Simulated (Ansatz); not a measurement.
Nudged elastic band run: H₃W₈C₉

Input:

```yaml
crystal:
  lattice:
    - [5.74906, 0.0, 0.0]
    - [-2.87453, 4.978832, 0.0]
    - [0.0, 0.0, 16.224885]
  atoms:
    - { symbol: W, position: [0.0, 0.0, 0.0616337] }
    - { symbol: C, position: [0.3349494, 0.16639232, 0.1445509] }
    - { symbol: W, position: [-0.00107077, -0.00069706, 0.23483831] }
    - { symbol: C, position: [0.31818042, 0.16580197, 0.3147201] }
    - { symbol: W, position: [0.0, 0.5, 0.0616337] }
    - { symbol: C, position: [0.33450991, 0.66878442, 0.1438217] }
    - { symbol: W, position: [-0.00052413, 0.50280591, 0.23798774] }
    - { symbol: C, position: [0.32942925, 0.66649894, 0.30817894] }
    - { symbol: W, position: [0.5, 0.0, 0.0616337] }
    - { symbol: C, position: [0.83292417, 0.16719094, 0.14406543] }
    - { symbol: W, position: [0.50052483, 0.00415413, 0.2392928] }
    - { symbol: C, position: [0.84760287, 0.16977433, 0.31689816] }
    - { symbol: W, position: [0.5, 0.5, 0.0616337] }
    - { symbol: C, position: [0.8333127, 0.66485423, 0.14278874] }
    - { symbol: W, position: [0.49951581, 0.50176594, 0.23803287] }
    - { symbol: C, position: [0.83372796, 0.67749149, 0.30712727] }
    - { symbol: C, position: [0.68301321, 0.0752902, 0.38440269] }
    - { symbol: H, position: [0.29770886, 0.17739082, 0.3808981] }
    - { symbol: H, position: [0.64309212, -0.1120978, 0.41414085] }
    - { symbol: H, position: [0.62568099, 0.20194861, 0.41851803] }
basis:
  ecutwfc: 420.0
kpoints:
  mp_grid: { grid: [5, 5, 1] }
hamiltonian:
  xc: pbe
  dispersion: d3bj
  pseudopotentials: { kind: paw, azcp: { folder: soft_1 } }
scf:
  occupations: { method: gaussian, width: 0.15 }
  lower_state_search: "off"
neb:
  images: 5
  f_tol: 0.05
  initial_path: idpp
  max_iterations: 36
  constraints: [{ sites: [0, 4, 8, 12] }]
  final_atoms:
    - { symbol: W, position: [0.0, 0.0, 0.0616337] }
    - { symbol: C, position: [0.33292417, 0.16719094, 0.14406543] }
    - { symbol: W, position: [0.00052483, 0.00415413, 0.2392928] }
    - { symbol: C, position: [0.34760287, 0.16977433, 0.31689816] }
    - { symbol: W, position: [0.0, 0.5, 0.0616337] }
    - { symbol: C, position: [0.3333127, 0.66485423, 0.14278874] }
    - { symbol: W, position: [-0.00048419, 0.50176594, 0.23803287] }
    - { symbol: C, position: [0.33372796, 0.67749149, 0.30712727] }
    - { symbol: W, position: [0.5, 0.0, 0.0616337] }
    - { symbol: C, position: [0.8349494, 0.16639232, 0.1445509] }
    - { symbol: W, position: [0.49892923, -0.00069706, 0.23483831] }
    - { symbol: C, position: [0.81818042, 0.16580197, 0.3147201] }
    - { symbol: W, position: [0.5, 0.5, 0.0616337] }
    - { symbol: C, position: [0.83450991, 0.66878442, 0.1438217] }
    - { symbol: W, position: [0.49947587, 0.50280591, 0.23798774] }
    - { symbol: C, position: [0.82942925, 0.66649894, 0.30817894] }
    - { symbol: C, position: [1.18301321, 0.0752902, 0.38440269] }
    - { symbol: H, position: [0.79770886, 0.17739082, 0.3808981] }
    - { symbol: H, position: [1.14309212, -0.1120978, 0.41414085] }
    - { symbol: H, position: [1.12568099, 0.20194861, 0.41851803] }
  order_check: true
```

Command:

```bash
$ ansatz run input.yaml --threads 4 --pin off --max-ram 10240MiB --backend cpu --events-out ev --progress --plain --runs-dir out
```

Output, in part (warnings, iteration lines):

```
NEB end point (image 0): max|allowed force component| = 1.707e-2 eV/Å (the criterion of neb.relax_end_points is 1.000e-2)
NEB end point (image 6): max|allowed force component| = 1.708e-2 eV/Å (the criterion of neb.relax_end_points is 1.000e-2)
NEB iter   1: max|band force component| = 6.735e0 eV/Å  barrier→ = 7.9056 eV  barrier← = 7.9056 eV  Δτ_max = 0.2000 Å  (85 SCF iters)
NEB iter   2: max|band force component| = 5.940e0 eV/Å  barrier→ = 4.9954 eV  barrier← = 4.9954 eV  Δτ_max = 0.2000 Å  (47 SCF iters)
NEB iter   3: max|band force component| = 9.001e0 eV/Å  barrier→ = 3.0782 eV  barrier← = 3.0782 eV  Δτ_max = 0.1026 Å  (45 SCF iters)
NEB iter   4: max|band force component| = 3.403e0 eV/Å  barrier→ = 2.2170 eV  barrier← = 2.2170 eV  Δτ_max = 0.2000 Å  (43 SCF iters)
NEB iter   5: max|band force component| = 1.813e0 eV/Å  barrier→ = 1.5967 eV  barrier← = 1.5967 eV  Δτ_max = 0.2000 Å  (41 SCF iters)
NEB iter   6: max|band force component| = 1.370e0 eV/Å  barrier→ = 1.5023 eV  barrier← = 1.5023 eV  Δτ_max = 0.1977 Å  (42 SCF iters)
NEB iter   7: max|band force component| = 1.066e0 eV/Å  barrier→ = 1.3629 eV  barrier← = 1.3629 eV  Δτ_max = 0.1988 Å  (40 SCF iters)
NEB iter   8: max|band force component| = 1.280e0 eV/Å  barrier→ = 1.3926 eV  barrier← = 1.3926 eV  Δτ_max = 0.1028 Å  (40 SCF iters)
[... lines left out ...]
NEB iter  24: max|band force component| = 7.383e-2 eV/Å  barrier→ = 1.6530 eV  barrier← = 1.6530 eV  CI = image 4  Δτ_max = 0.0151 Å  (30 SCF iters)
NEB iter  25: max|band force component| = 5.501e-2 eV/Å  barrier→ = 1.6523 eV  barrier← = 1.6523 eV  CI = image 4  Δτ_max = 0.0157 Å  (27 SCF iters)
NEB iter  26: max|band force component| = 5.156e-2 eV/Å  barrier→ = 1.6517 eV  barrier← = 1.6517 eV  CI = image 4  Δτ_max = 0.0312 Å  (28 SCF iters)
```

The forces met the threshold. The profile has 2 maxima (images 1, 4) with wells between them (image 3): this band takes more than one step, which may be the mechanism or a detour left from its start path. Neighbouring images differ by up to 1.6 eV, so the band resolves the path poorly. By the program's own check the climbing image is of a kind that is not told: the force calls were inconclusive, a negative curvature could not be distinguished from the path's own, the only one lies far off the path, or fixed occupations may fill a level only in part (lowest curvatures found: -2.00 and 0.28 eV/Å²). Limits of this set-up: coarse k mesh, thin slab, slab without dipole correction, odd electron count without spin, a typed lattice constant that wasn't relaxed here.

Final band (atoms are numbered from 1 in the order of the input):

```tsv
image	path coordinate (Å)	energy (eV)	C4–H18 (Å)	W11–C17 (Å)	C12–C17 (Å)
0	0.00	0.00	1.09	2.53	1.37
1	1.25	0.36	1.09	2.95	1.35
2	2.50	0.26	1.09	3.17	1.35
3	3.74	0.06	1.09	3.22	1.37
4	4.99	1.65	1.54	3.29	1.39
5	6.64	0.73	2.48	3.56	1.64
6	8.29	0.00	2.77	3.19	2.65
```

Time of the run: 59 min on 4 threads of Arm Neoverse V2, with other jobs on the host, peak memory 3.9 GiB.
